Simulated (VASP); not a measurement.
The system is ZrS.

```
CELL_PARAMETERS angstrom
0.00000 2.62500 2.62500
2.62500 0.00000 2.62500
2.62500 2.62500 0.00000
ATOMIC_POSITIONS crystal
Zr 0.00000 0.00000 0.00000
S 0.50000 0.50000 0.50000
```

- Program: VASP 6.6.1
- Task: relaxation of cell and atoms
- Functional: LDA
- Potentials or basis: VASP PAW LDA potentials, release 64 (Zr_sv, S)
- Cutoff: 600 eV
- k mesh: 9 × 9 × 9
- Occupations: fermi-dirac, width 0.05 eV
- Spin: no spin polarisation

At the start: pressure -8.9 GPa; volume 18.09 Å³/atom.

Problem. Where does the relaxation end?

Solution. Over 4 steps the energy falls by 33.8 meV/atom and the volume is 16.94 Å³/atom (-6.4 %); space group Fm-3m (No. 225, to 0.05 Å).

The path:
```tsv
step	energy change (eV)	largest force (eV/Å)	pressure (GPa)	volume (Å³)
1	0.0000	0.0000	-8.86	36.18
2	0.0528	0.0000	15.45	31.19
3	-0.0675	0.0000	-0.20	33.92
4	-0.0675	0.0000	0.00	33.87
```

Final structure:
```xyz
2
Lattice="0.0000 2.5681 2.5681 2.5681 0.0000 2.5681 2.5681 2.5681 0.0000" Properties=species:S:1:pos:R:3 pbc="T T T"
Zr    2.5681    5.1362    2.5681
S     2.5681    2.5681    2.5681
```
